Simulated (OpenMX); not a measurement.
Runs of OpenMX 3.8.5 on BaTiO3. Symmetry: R3m, No. 160, trigonal system. Conventional cell: a = 5.655 Å, b = 5.655 Å, c = 6.955 Å, α = 90.00°, β = 90.00°, γ = 120.00°. Around Ba (site symmetry 3m) lie 12 O at 2.79 to 2.89 Å. Around Ti (site symmetry 3m) lie 6 O at 1.87 to 2.14 Å. O (site symmetry m) is surrounded by 2 Ti at 1.87 to 2.14 Å. 

| level | gap on the mesh (eV) | pressure (GPa) | largest force (eV/Å) |
| --- | --- | --- | --- |
| PBE | 2.24 | (a) | 0.27 |
| PBE+D4 | 2.24 | 3.8 | (b) |
| PBE+D3(BJ) | 2.24 | 3.3 | 0.27 |
| PBE+D3 | 2.24 | 4.3 | 0.27 |

Alike in all rows: task single point; potentials or basis OpenMX 2013 PBE set, Ba10.0-s3p2d2, Ti7.0-s3p2d2, O6.0-s2p2d1, grid cutoff 400 Ry; no spin polarisation; cell as given; k mesh 5 × 5 × 5; smearing fermi-dirac 0.05 eV.

**Question.** Fill in the values left out.

**Answer.** (a) 6.7; (b) 0.25.

Caveats: spin-orbit coupling is left out, which moves the levels of the heavy elements; an odd mesh through Γ misses points on the zone boundary, where band edges often lie; the basis of atomic orbitals isn't converged, which shifts pressures, moduli and gaps.

A k mesh can miss the band edges, and the runs leave out spin-orbit coupling on Ba.
